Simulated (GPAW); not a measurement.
Here is a GPAW 26.7.0 calculation.

The input run.py:

```python
from ase import Atoms
from ase.dft.bandgap import bandgap
from ase.io import write
from gpaw import GPAW, PW

atoms = Atoms(['I', 'K'],
              cell=[[0.0, 3.532775, 3.532775],
                    [3.532775, 0.0, 3.532775],
                    [3.532775, 3.532775, 0.0]],
              scaled_positions=[[0.5, 0.5, 0.5],
                                [0.0, 0.0, 0.0]],
              pbc=True)

calc = GPAW(mode=PW(600),
            xc='TB09',
            kpts={'size': (8, 8, 8), 'gamma': True},
            occupations={'name': 'fermi-dirac', 'width': 0.05},
            nbands=16,
            convergence={'density': 1e-05, 'energy': 1e-05},
            eigensolver='cg',
            maxiter=150,
            txt='gpaw.txt')
atoms.calc = calc
energy = atoms.get_potential_energy()
calc.write('gs.gpw')
write('result.traj', atoms)
print('Fermi level:', round(calc.get_fermi_level(), 4), 'eV')
print(f'Gap: {bandgap(calc)[0]:.4f} eV, direct: {bandgap(calc, direct=True)[0]:.4f} eV')
```

Potentials or basis: GPAW PAW data sets for LDA (gpaw-data 1.2.1), pw.

Launch:

```sh
$ OMP_NUM_THREADS=1 python run.py
```

Task: Predict the band gap on the k mesh.

Result: 5.87 eV, direct.

Caveat: a model potential gives levels but no total energy; spin-orbit coupling is left out, which moves the levels of the heavy elements.

**Measured values to compare with.**

From a printed reference work, monograph, for a bulk crystal of KI: band gap 6.32 eV.

Against the measured gap of KI, 6.32 eV (a printed reference work, monograph), the calculated 5.87 eV is off by -0.45 eV. Spin-orbit coupling on I is left out. The value is that of TB-mBJ on a finite k mesh, which can miss the band edges, without temperature or zero-point motion.
